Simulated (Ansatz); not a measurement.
## Ti2COF MXene monolayer in a perpendicular field

What dipole does a perpendicular field induce in the Ti2COF MXene monolayer? A positive field points along +c.

Program: Ansatz 0.2.0. Level of theory: plane-wave DFT, PBE-D3(BJ), Ansatz PAW. Results are calculated unless marked as measured.

## (1) The structure

The cell holds 5 atoms: 1 F, 2 Ti, 1 C and 1 O. Cell: a = 3.100 Å, b = 3.100 Å, c = 39.959 Å, α = 90.0°, β = 90.0°, γ = 120.0°. Vacuum lies along c.

## (2) Relaxing the slab

The starting cell is a guess, so the in-plane lattice and the atoms are relaxed first, with the slab cut off from its images along the normal.

The input, input.yaml:

```yaml
crystal:
  lattice:
    - [3.10024, 0.0, 0.0]
    - [-1.55012, 2.6848865978, 0.0]
    - [0.0, 0.0, 39.9592805664]
  atoms:
    - { symbol: F, position: [0.3333333333, 0.6666666667, 0.4442021915] }
    - { symbol: Ti, position: [0.6666666667, 0.3333333333, 0.4670874471], spin: 1.0 }
    - { symbol: C, position: [0.0, 0.0, 0.4977004133] }
    - { symbol: Ti, position: [0.3333333333, 0.6666666667, 0.5283133795], spin: 1.0 }
    - { symbol: O, position: [0.6666666667, 0.3333333333, 0.5557978085] }
  periodic: [true, true, false]
magnetization:
  spin_polarized: true
kpoints:
  mp_grid: { grid: [12, 12, 1] }
hamiltonian:
  xc: pbe
  dispersion: d3bj
scf:
  occupations: { method: fermi_dirac, width: 0.05 }
  convergence: { dr2_threshold: 1.0e-09 }
relax:
  f_tol: 0.004
  max_steps: 90
  cell: {}
output:
  write_potential: true
  write_density: true
  volumetric_format: npy
```

Launch:

```sh
$ ansatz run input.yaml --threads 4 --pin off --max-ram 6144MiB --backend cpu --events-out ev --progress --plain --runs-dir out
```

Numbers of over 12 decimals in the logs are rounded to 6 here.

The program printed:

```text
Warning: relax.cell: scf.convergence.dr2_threshold = 1e-9 eV is looser than the 2.39153441289e-10 eV advised for a relaxation that steers and ends on the stress (1e-10 eV for each atom of the cell: 5, times the square of relax.cell.stress_2d_tol = 0.05 N/m over 14.5 Å (the atoms' height at the walk's start and 5 Å past either face), 3.458e-2 GPa, over a crystal's default 0.05). What an SCF threshold leaves in a stress goes as its square root, and in the free energy as the threshold itself, and one threshold admits the most on a small cell: [figures from the program's tests cut] Set scf.convergence.dr2_threshold to 2.39153441289e-10 eV or tighter. [rest of the remark cut]
Engine: ansatz 0.2.0, x86_64-unknown-linux-gnu
Pseudopotentials: kind: paw
Pseudopotential: F, paw, valence charge 7, recommended cutoff 420 eV (normal), F.paw.azcp
Pseudopotential: Ti, paw, valence charge 12, recommended cutoff 420 eV (normal), Ti.paw.azcp
Pseudopotential: C, paw, valence charge 4, recommended cutoff 420 eV (normal), C.paw.azcp
Pseudopotential: O, paw, valence charge 6, recommended cutoff 420 eV (normal), O.paw.azcp
Functional definition: PBE
  parameter kappa = 0.804
  parameter beta = 0.066725
  exchange = pbe_x(kappa = kappa, mu = beta*pi^2/3)
  correlation = pbe_c(beta = beta)
Crystal: 5 atoms, lattice volume = 332.613 Å³
Basis set: ecut = 420 eV, 6445 PW (Γ), exchange–correlation on 48×48×540 points (8 copies of the dense FFT grid, shifted against one another)
Bands: 27, of which v1, the nominal top of the filled ones, is band 21 counted from 1 (20 counted from 0)
Symmetry: 6 space group operations
Space group: P3m1 (ITA 156), of the structure as read, at distance tolerance 6.9e-5 Å
Magnetic group: BNS 156.49 (UNI 1279), of the structure as read, at distance tolerance 6.9e-5 Å
k-points: 19 of 144 (time reversal used)
Non-local potential: F, projectors of the file, l = 0: 2, l = 1: 2, l = 2: 1
Non-local potential: Ti, projectors of the file, l = 0: 3, l = 1: 2, l = 2: 3, l = 3: 1
Non-local potential: C, projectors of the file, l = 0: 2, l = 1: 2, l = 2: 1
Non-local potential: O, projectors of the file, l = 0: 2, l = 1: 2, l = 2: 1
PAW form: soft (Blöchl's): semilocal exchange-correlation on the pseudo side does not see the compensation charge
PAW one-centre angular grid: F, 110 points (default); XC on 64 Gauss nodes
PAW one-centre angular grid: Ti, 590 points (default); XC on 64 Gauss nodes
PAW one-centre angular grid: C, 110 points (default); XC on 64 Gauss nodes
PAW one-centre angular grid: O, 110 points (default); XC on 64 Gauss nodes
Initial density: superposition of atomic densities (neutral atoms: chi_scale 0, normalization atom)
Starting moments: Σ|m| = 2 μB on 2 of 5 sites
Initial wavefunctions: pseudopotential atomic-orbital guess
Functional: x = pbe(κ = 0.804, μ = 0.219515), c = pbe(β = 0.066725)
SCF iter   1: F=—  HF=-6638.091016 eV  |F-HF|=—  |Δ(HF+E_count)|=         —  Δρ=4.35e-2 (↑4.35e-2 ↓3.36e-2)  dr2=3.36e1  dr2_m=4.34e-1  M=0.738 μB ∫|m|=0.880 μB  β_m=0.30  ethr=3.10e-3  ⟨swp⟩=14.3  Hψ=7145  notcnv=0
Mixer restart at iter 1: flushing history
preconditioner: auto → LDOS  [metal: Δε(μ)=0.027 eV  Ē_g=9.909 eV  σ=0.050 eV  W_gap=0.14  n_scr=24 (ndim 8)  ℏωp=9.8 eV  f_vac=0.801  D(μ)=1.58/eV (n_scr^D=10)]
spin=Collinear: LDOS preconditioning applied to the charge; magnetization (m = ρ↑ − ρ↓) channel mixes plain (no charge-response kernel on spin).
SCF iter   2: F=—  HF=-6632.382268 eV  |F-HF|=—  |Δ(HF+E_count)|=    5.71e0  Δρ=1.98e-2 (↑1.98e-2 ↓1.39e-2)  dr2=7.66e0  dr2_m=1.92e-1  M=0.710 μB ∫|m|=0.879 μB  β_m=0.39  ethr=3.10e-3  ⟨swp⟩=5.1  Hψ=3316  notcnv=0  defer=37
SCF iter   3: F=—  HF=-6631.203518 eV  |F-HF|=—  |Δ(HF+E_count)|=    1.18e0  Δρ=6.86e-3 (↑6.58e-3 ↓6.86e-3)  dr2=3.30e-1  dr2_m=5.68e-2  M=0.626 μB ∫|m|=0.770 μB  β_m=0.52  ethr=3.10e-3  ⟨swp⟩=4.5  Hψ=2609  notcnv=0  defer=30
SCF iter   4: F=—  HF=-6631.366308 eV  |F-HF|=—  |Δ(HF+E_count)|=   1.63e-1  Δρ=3.59e-3 (↑3.59e-3 ↓2.16e-3)  dr2=5.13e-2  dr2_m=1.73e-2  M=0.519 μB ∫|m|=0.618 μB  β_m=0.66  ethr=8.06e-4  ⟨swp⟩=5.1  Hψ=2323  notcnv=0  defer=26
SCF iter   5: F=—  HF=-6631.413824 eV  |F-HF|=—  |Δ(HF+E_count)|=         —  Δρ=2.92e-3 (↑1.51e-3 ↓2.92e-3)  dr2=4.04e-2  dr2_m=1.28e-2  M=0.291 μB ∫|m|=0.354 μB  β_m=0.66  ethr=1.25e-4  ⟨swp⟩=4.4  Hψ=2557  notcnv=0  defer=27
SCF iter   6: F=—  HF=-6631.411015 eV  |F-HF|=—  |Δ(HF+E_count)|=   2.81e-3  Δρ=1.48e-3 (↑1.03e-3 ↓1.48e-3)  dr2=4.72e-3  dr2_m=4.49e-3  M=0.228 μB ∫|m|=0.270 μB  β_m=0.83  ethr=9.84e-5  ⟨swp⟩=3.1  Hψ=1534  notcnv=0  defer=25
SCF iter   7: F=—  HF=-6631.411914 eV  |F-HF|=—  |Δ(HF+E_count)|=   8.99e-4  Δρ=5.39e-4 (↑5.39e-4 ↓4.74e-4)  dr2=1.06e-3  dr2_m=6.24e-4  M=0.140 μB ∫|m|=0.158 μB  β_m=0.92  ethr=1.15e-5  ⟨swp⟩=3.9  Hψ=2549  notcnv=0  defer=27
SCF iter   8: F=—  HF=-6631.412276 eV  |F-HF|=—  |Δ(HF+E_count)|=   3.62e-4  Δρ=2.89e-4 (↑2.89e-4 ↓2.81e-4)  dr2=1.41e-4  dr2_m=2.13e-4  M=0.087 μB ∫|m|=0.096 μB  β_m=0.95  ethr=2.60e-6  ⟨swp⟩=3.3  Hψ=2466  notcnv=0  defer=23
SCF iter   9: F=—  HF=-6631.412366 eV  |F-HF|=—  |Δ(HF+E_count)|=   8.99e-5  Δρ=1.95e-4 (↑1.47e-4 ↓1.95e-4)  dr2=1.49e-4  dr2_m=6.16e-5  M=0.045 μB ∫|m|=0.049 μB  β_m=0.93  ethr=3.43e-7  ⟨swp⟩=3.7  Hψ=2409  notcnv=0  defer=20
SCF iter  10: F=—  HF=-6631.412384 eV  |F-HF|=—  |Δ(HF+E_count)|=   1.81e-5  Δρ=6.49e-5 (↑6.49e-5 ↓5.39e-5)  dr2=1.09e-5  dr2_m=8.02e-6  M=0.010 μB ∫|m|=0.011 μB  β_m=0.96  ethr=3.43e-7  ⟨swp⟩=3.2  Hψ=2157  notcnv=0  defer=18
SCF iter  11: F=—  HF=-6631.412387 eV  |F-HF|=—  |Δ(HF+E_count)|=   3.20e-6  Δρ=2.40e-5 (↑1.81e-5 ↓2.40e-5)  dr2=2.21e-6  dr2_m=7.96e-7  M=-0.004 μB ∫|m|=0.005 μB  β_m=0.97  ethr=2.65e-8  ⟨swp⟩=3.8  Hψ=2508  notcnv=0  defer=16
SCF iter  12: F=—  HF=-6631.412388 eV  |F-HF|=—  |Δ(HF+E_count)|=   6.55e-7  Δρ=1.31e-5 (↑1.31e-5 ↓1.04e-5)  dr2=2.05e-7  dr2_m=3.66e-7  M=-0.004 μB ∫|m|=0.004 μB  β_m=0.91  ethr=5.39e-9  ⟨swp⟩=3.1  Hψ=2153  notcnv=0  defer=15
SCF iter  13: F=—  HF=-6631.412388 eV  |F-HF|=—  |Δ(HF+E_count)|=   4.21e-7  Δρ=6.59e-6 (↑4.51e-6 ↓6.59e-6)  dr2=3.70e-8  dr2_m=8.87e-8  M=-0.002 μB ∫|m|=0.002 μB  β_m=0.89  ethr=4.99e-10  ⟨swp⟩=3.4  Hψ=2349  notcnv=0  defer=14
SCF iter  14: F=—  HF=-6631.412388 eV  |F-HF|=—  |Δ(HF+E_count)|=   1.10e-7  Δρ=1.55e-6 (↑1.51e-6 ↓1.55e-6)  dr2=6.87e-9  dr2_m=6.16e-9  M=-0.000 μB ∫|m|=0.000 μB  β_m=0.95  ethr=9.02e-11  ⟨swp⟩=3.8  Hψ=2447  notcnv=0  defer=14
[...]
relax step   7: F+E_penalty+E_count = -6632.43604344 eV  Δ(F+E_penalty+E_count) = +5.016e-5 eV  max|allowed force component| = 1.284e-2 eV/Å  Δτ_max = 0.0007 Å  P = +0.005 N/m  Ω = 313.280 Å³  energy of the carried Pulay correction = +1.082e-2 eV  fix = [c, alpha, beta]  (7 SCF iters, rejected (line search))
relax step   8: F+E_penalty+E_count = -6632.43606488 eV  Δ(F+E_penalty+E_count) = +2.871e-5 eV  max|allowed force component| = 2.645e-4 eV/Å  Δτ_max = 0.0003 Å  P = +0.007 N/m  Ω = 313.252 Å³  energy of the carried Pulay correction = +1.083e-2 eV  fix = [c, alpha, beta]  reactions: c +0.000 N/m  (6 SCF iters, accepted)
relax step   9: F+E_penalty+E_count = -6632.42839731 eV  Δ(F+E_penalty+E_count) = +7.668e-3 eV  max|allowed force component| = 1.074e-3 eV/Å  Δτ_max = 0.0000 Å  P = -0.199 N/m  Ω = 313.252 Å³  fix = [c, alpha, beta]  reactions: c -0.000 N/m  stress off target by 1.99e-1 N/m on what of the cell is left free  SCF on the basis re-selected at this cell (its energy is not comparable with the rows above)  (6 SCF iters)
relax step  10: F+E_penalty+E_count = -6632.42869155 eV  Δ(F+E_penalty+E_count) = -2.942e-4 eV  max|allowed force component| = 2.052e-3 eV/Å  Δτ_max = 0.0011 Å  P = -0.002 N/m  Ω = 312.855 Å³  energy of the carried Pulay correction = +2.336e-4 eV  fix = [c, alpha, beta]  reactions: c -0.000 N/m  (7 SCF iters, accepted)
iter 1 solved again at ethr=9.67e-8 eV; its pass at ethr=3.10e-3 eV (dr2=3.96e-5 eV) is discarded
SCF iter   1: F=—  HF=-6632.428475 eV  |F-HF|=—  |Δ(HF+E_count)|=         —  Δρ=1.99e-6 (↑1.99e-6 ↓1.95e-6)  dr2=8.97e-9  dr2_m=5.15e-11  M=0.000 μB ∫|m|=0.000 μB  β_m=0.65  ethr=9.67e-8  ⟨swp⟩=7.1  Hψ=12326  notcnv=0
eigensolver tolerance schedule: the retry pair's looser diagonalisation over-reported the residual by 4420.59 of it (diagonalisation noise at 0.16 of the residual, at the tolerance the schedule requests for it); recorded, not acted on — ethr = c·dr2/N_el stays at c = 1.0e-1
preconditioner: auto → LDOS  [metal: Δε(μ)=0.024 eV  Ē_g=8.370 eV  σ=0.050 eV  W_gap=0.12  n_scr=20 (ndim 8)  ℏωp=10.1 eV  f_vac=0.812  D(μ)=2.89/eV (n_scr^D=16)]
spin=Collinear: LDOS preconditioning applied to the charge; magnetization (m = ρ↑ − ρ↓) channel mixes plain (no charge-response kernel on spin).
SCF iter   2: F=—  HF=-6632.428507 eV  |F-HF|=—  |Δ(HF+E_count)|=   3.29e-5  Δρ=6.97e-7 (↑6.95e-7 ↓6.97e-7)  dr2=2.26e-9  dr2_m=2.42e-11  M=0.000 μB ∫|m|=0.000 μB  β_m=0.49  ethr=2.19e-11  ⟨swp⟩=5.5  Hψ=3587  notcnv=0
SCF iter   3: F=—  HF=-6632.428507 eV  |F-HF|=—  |Δ(HF+E_count)|=   2.17e-9  Δρ=3.49e-7 (↑3.49e-7 ↓3.48e-7)  dr2=4.00e-10  dr2_m=1.58e-11  M=0.000 μB ∫|m|=0.000 μB  β_m=0.65  ethr=5.52e-12  ⟨swp⟩=3.2  Hψ=1808  notcnv=0
SCF iter   4: F=-6632.428507 eV  HF=-6632.428507 eV  |F-HF|=2.90e-10  |Δ(HF+E_count)|=  9.78e-10  Δρ=5.57e-8 (↑5.57e-8 ↓4.43e-8)  dr2=1.90e-11  dr2_m=1.85e-12  M=0.000 μB ∫|m|=0.000 μB  ethr=1.00e-12  ⟨swp⟩=12.2  Hψ=7988  notcnv=0
the starting moments were not kept: the SCF closed with an absolute magnetisation of 6.3e-6 μB, where they sum to 2 μB in size (2 sites). That is at most 0.1 of that sum. Measured as dr2_m measures the in/out step, that magnetisation stands 9.9e-12 eV from none, at or under the dr2_threshold of 1.0e-9 eV: it is no larger than a step whose dr2_m would equal this threshold.
SCF 11 converged in 4 iterations: F = -6632.428507 eV  dr2 = 1.90e-11
relax step  11: F+E_penalty+E_count = -6632.42850740 eV  Δ(F+E_penalty+E_count) = +1.841e-4 eV  max|allowed force component| = 2.045e-3 eV/Å  Δτ_max = 0.0000 Å  P = -0.006 N/m  Ω = 312.855 Å³  fix = [c, alpha, beta]  reactions: c -0.000 N/m  stress off target by 6.48e-3 N/m on what of the cell is left free  SCF on the basis re-selected at this cell (its energy is not comparable with the rows above)  (4 SCF iters)
basis re-selected at this cell: Δ(F+E_penalty+E_count) = +1.841e-4 eV, ΔP = -0.004 N/m vs the last step (what re-selecting the basis moved, of the pressure what is left beyond the Pulay correction that the steps carried, after the strain that the cell walked since its last selection, with what the two solves' SCF thresholds leave and, on support functions, any second-order correction that the steps lacked; it is no m [...]
WARN: The output density's exchange-correlation potential varies sharply where the density is thin. Do not read a vacuum level from v_tot or v_xc, or from such a field of the output density. On a cell that repeats whose density bears no net charge and no dipole along the vacuum's axis use v_es (v_loc + v_h of the components); under efield.dipole_correction with no amplitude use v_es + v_field, which holds any externa [...]
SCF converged after 4 iterations
Magnetization: 0.0000 μB (20.5000 up, 20.5000 down)
Absolute magnetization: 0.0000 μB (∫|ρ↑−ρ↓|, with the PAW one-centre terms)
Spin contamination: 0.0000 ħ² per cell (⟨S²⟩ above its minimum at these occupations)
Per-site moments (μB) at R_I (Å): [(1.2487434174334802e-7, 0.884504), (2.8188268074389625e-6, 0.856636), (-4.564204907804716e-7, 0.856636), (6.893545013912852e-7, 0.813883), (2.953567557358514e-7, 0.813883)]
Free energy (F): -6632.428507 eV
Harris-Foulkes:  -6632.428507 eV  (|F-HF|=2.90e-10)
Internal energy: -6632.406228 eV  (E = F + TS)
E sigma→0 (E₀):  -6632.417368 eV
Entropy (-TS):   -0.022279 eV (-4.456 meV/atom)
Fermi energy:    -5.321602 eV
--- Per-component energies (eV) ---
  E_band       = -1056.586790
  E_kinetic    = 1018.797506
  E_local      = -158978.169612  (includes V_loc(G=0)·N_el)
  E_nonlocal   = 159.141594
  E_hartree    = 78846.806969
  E_xc         = -399.714349
  E_vxc        = -504.115100  (∫ρ·V_xc dr)
  E_paw        = -2550.199484  (= ΣΔE_a)
  E_vpaw       = -445.860244  (= ΣTr[D̂ρ^β])
  E_aug_tail   = 0.004771  (compensation charges beyond the density's cutoff)
  E_ewald      = 75272.068740
  E_disp       = -1.142362  (pairwise vdW)
  E_smearing   = -0.022279  (= −TS)
  E_closure    = 0.000000  (closes the sum)
  Σ components = -6632.428507   (vs F -6632.428507, Δ=0.00e0)
--- Forces (eV/Å), atoms counted from 1 ---
  atom   1  F      0.00000000    -0.00000000     0.00198159
  atom   2  Ti    -0.00000000     0.00000000    -0.00039635
  atom   3  C      0.00000000    -0.00000000    -0.00204540
  atom   4  Ti     0.00000000     0.00000000    -0.00020456
  atom   5  O     -0.00000000     0.00000000     0.00066507
  max |Σ_I F_I| component: 3.46e-7 eV/Å
--- 2D stress c σ (N/m, compression-positive) ---
       -0.006476       0.000000      -0.000000
        0.000000      -0.006476      -0.000000
       -0.000000      -0.000000      -0.000000
  P = ½ c Tr σ = -0.0065 N/m
--- Band table (eV; the first three rows and the last of 38) ---
  k-point 0 ↑: bands = [... 17 lower, -8.0806, -7.0824, -7.0824, -4.9725, -4.9725, -4.3603, -3.8804, -3.8804, ... 2 higher]
  k-point 1 ↑: bands = [... 17 lower, -8.0666, -7.3099, -7.1840, -5.0673, -4.8892, -4.3707, -3.8674, -3.8183, ... 2 higher]
  k-point 2 ↑: bands = [... 17 lower, -8.3519, -7.6342, -7.4046, -5.2892, -4.6553, -4.4003, -3.7820, -3.6732, ... 2 higher]
  k-point 18 ↓: bands = [... 17 lower, -9.0604, -8.8555, -8.3652, -4.6633, -4.0996, -3.9435, -3.5872, -3.1730, ... 2 higher]
  the weakly bound empty levels are not read free of the cell's end (no_gap_told)
--- Relaxed structure (9 steps of the walk, 8 accepted, 2 SCFs on fresh bases) ---
  F+E_penalty+E_count = -6632.42850740 eV   max|allowed force component| = 2.045e-3 eV/Å   (the final SCF, on the basis selected at the relaxed cell)
  cell:  # Å, volume = 312.8549 Å³
    - [3.006750, 0, 0]
    - [-1.503375, 2.603922, 0]
    - [0, 0, 39.9592805664]
  atoms:
    - { symbol: F, position: [0.333333, 0.666667, 0.438274] }
    - { symbol: Ti, position: [0.666667, 0.333333, 0.469774] }
    - { symbol: C, position: [5.696441682177984e-19, 0, 0.498298] }
    - { symbol: Ti, position: [0.333333, 0.666667, 0.531644] }
    - { symbol: O, position: [0.666667, 0.333333, 0.555112] }
```

It took 76 s on 4 threads of Intel Xeon Platinum 8488C (Sapphire Rapids), shared host; peak memory 0.89 GiB.

Step by step:

| step | energy less that of the first step (eV) | largest force component (eV/Å) | volume (Å³) |
| --- | --- | --- | --- |
| 1 | 0.0000 | 4.3370 | 332.61 |
| 2 | -0.9465 | 1.6141 | 316.85 |
| 3 | -1.0017 | 0.7609 | 311.67 |
| 4 | -1.0224 | 0.1583 | 311.88 |
| 5 | -1.0238 | 0.0221 | 312.96 |
| 6 | -1.0237 | 0.0074 | 313.20 |
| 7 | -1.0237 | 0.0128 | 313.28 |
| 8 | -1.0237 | 0.0003 | 313.25 |
| 9* | -1.0160 | 0.0011 | 313.25 |
| 10 | -1.0163 | 0.0021 | 312.85 |
| 11* | -1.0161 | 0.0020 | 312.85 |

Relaxation steps marked * repeat the geometry before them on a plane-wave basis chosen anew for their cell, so energy and pressure can jump there. Relaxation step 7 was tried and not accepted.

The run keeps the 6 symmetry operations that it works with, so distortions that break them were not tested.

| cell as run | before | after | change |
| --- | --- | --- | --- |
| a (Å) | 3.100 | 3.007 | -3.0 % |
| b (Å) | 3.100 | 3.007 | -3.0 % |

The atoms that moved most (Å, along periodic axes as changes of fractional coordinates times the final cell, across vacuum about the mean position):

| atom | dx | dy | dz | length |
| --- | --- | --- | --- | --- |
| F1 | 0.000 | 0.000 | -0.237 | 0.237 |
| Ti4 | 0.000 | 0.000 | 0.133 | 0.133 |
| Ti2 | 0.000 | 0.000 | 0.107 | 0.107 |
| O5 | 0.000 | 0.000 | -0.027 | 0.027 |
| C3 | 0.000 | 0.000 | 0.024 | 0.024 |

Final coordinates:

```xyz
5
Lattice="3.0068 0.0000 0.0000 -1.5034 2.6039 0.0000 0.0000 0.0000 39.9593" Properties=species:S:1:pos:R:3
F     0.0000    1.7359   17.5131
Ti    1.5034    0.8680   18.7718
C     0.0000    0.0000   19.9116
Ti    0.0000    1.7359   21.2441
O     1.5034    0.8680   22.1819
```

Numbers from this step:

| Property | Result |
| --- | --- |
| energy at zero smearing | -6632.4174 eV |

The lattice constant a goes from 3.100 to 3.007 Å.

(Part 1 of 3 ends here.)

[Logs are printed without paths, hosts, clocks, repeated set-up lines and the standing remarks that a program may print on its own settings, such as how far it seeks lower states.]

[Hosts, paths, dates, database ids (printed as entryN), source tags and the programs' standing remarks are cut or masked in the printed files.]

[Maps of the electrostatic potential energy from Ansatz leave out the sawtooth potential of an applied field or a dipole correction, so their vacuum need not be flat; planar profiles and work functions include it.]
